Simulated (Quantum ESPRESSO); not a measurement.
La:

```
La
1.0
     3.75000    0.00000    0.00000
    -1.87500    3.24760    0.00000
     0.00000    0.00000    6.07000
La
2
Cartesian
  1.8750 1.0825 4.5525
  0.0000 2.1651 1.5175
```

This isn't the form of La at room conditions, which is double hcp.

| Item | Value |
| --- | --- |
| Program | Quantum ESPRESSO 7.5 |
| Task | phonons and electron-phonon coupling |
| Functional | LDA |
| Potentials or basis | GBRV 1.5 LDA |
| Cutoff | 612 eV |
| Density cutoff | 4898 eV |
| k mesh | 6 × 6 × 4 |
| Occupations | methfessel-paxton, width 0.272 eV |
| Spin | no spin polarisation |
| Form of the LDA correlation | PZ81 |
| Mixing beta | 0.5 |
| Most SCF iterations | 120 |
| SCF threshold | 4e-10 Ry |
| q mesh | 3 × 3 × 2 |

The cell and the atoms were relaxed first, to 32.86 Å³/atom (a = 3.582 Å, b = 3.582 Å, c = 5.915 Å, α = 90.00°, β = 90.00°, γ = 120.00°), and the response was taken there.

```
CELL_PARAMETERS angstrom
3.58197 0.00000 0.00000
-1.79099 3.10208 0.00000
0.00000 0.00000 5.91463
ATOMIC_POSITIONS crystal
La 0.66667 0.33333 0.75000
La 0.33333 0.66667 0.25000
```

**Question.** Is this structure dynamically stable at this level, and how far does the spectrum reach?

**Answer.** No: the interpolated spectrum has imaginary modes, down to 50i cm⁻¹ near H. The highest frequency is 84 cm⁻¹.

Phonon frequencies at the corners of the path (cm⁻¹, interpolated; i marks imaginary ones):
```
point          frequencies
    Γ     40i 40i 0 0 0 52
    M   27i 7i 42 53 58 76
    K  25i 25i 23 23 46 77
    A    19 19 19 19 66 66
    L    37 37 52 52 77 77
    H  50i 50i 69 69 82 82
```

Phonon states per cell in windows of 10 cm⁻¹ (negative: imaginary):
| from (cm⁻¹) | total |
| --- | --- |
| -50 | 0.08 |
| -40 | 0.20 |
| -30 | 0.28 |
| -20 | 0.24 |
| -10 | 0.18 |
| 0 | 0.18 |
| 10 | 0.22 |
| 20 | 0.40 |
| 30 | 0.68 |
| 40 | 0.84 |
| 50 | 1.14 |
| 60 | 0.75 |
| 70 | 0.67 |
| 80 | 0.12 |

Caveat: the k mesh is coarse; the mesh is thin for the phonons of a metal; some modes are imaginary; the interpolated spectrum has imaginary branches, which spoil the λ, ω_log and α²F that the log prints; λ from interpolated matrix elements is rough: modes that symmetry makes equal can differ by tens of percent.
